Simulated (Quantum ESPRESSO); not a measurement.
SnO2:

```
Sn O
1.0
     0.00000    2.57415    2.57415
     2.57415    0.00000    2.57415
     2.57415    2.57415    0.00000
Sn O
1 2
Cartesian
  0.0000 0.0000 0.0000
  3.8612 3.8612 3.8612
  1.2871 1.2871 1.2871
```

Measurements of this composition are mostly on another form, of space group No. 136.

- Program: Quantum ESPRESSO 7.5
- Task: single point
- Functional: PBE
- Potentials or basis: SSSP 1.3 efficiency PBE
- Cutoff: 816 eV
- Density cutoff: 6531 eV
- k mesh: 9 × 9 × 9
- Occupations: fermi-dirac, width 0.05 eV
- Spin: no spin polarisation

On this cell: pressure -0.3 GPa; largest force zero by symmetry; band gap on the k mesh none (metal or under the smearing width).

The same run follows on a disturbed copy (atoms moved at random, drawn with an rms of 0.05 Å):

```
CELL_PARAMETERS angstrom
0.00000 2.57415 2.57415
2.57415 0.00000 2.57415
2.57415 2.57415 0.00000
ATOMIC_POSITIONS crystal
Sn 0.99723 0.98179 0.02190
O 0.74698 0.75217 0.75956
O 0.23428 0.27534 0.24113
```

Q: What does the disturbed cell give?

A: The energy (extrapolated to zero smearing) moves by +24.9 meV/atom; pressure 1.0 GPa; largest force 1.202 eV/Å; band gap on the k mesh none (metal or under the smearing width).

Forces on the atoms (eV/Å):
```
Sn   0.396 -0.634  0.619
O    0.024 -0.335 -0.044
O   -0.420  0.969 -0.574
```

Stress tensor (GPa, compression positive):
```
 0.79 -0.78  1.29
-0.78  1.49 -1.07
 1.29 -1.07  0.77
```
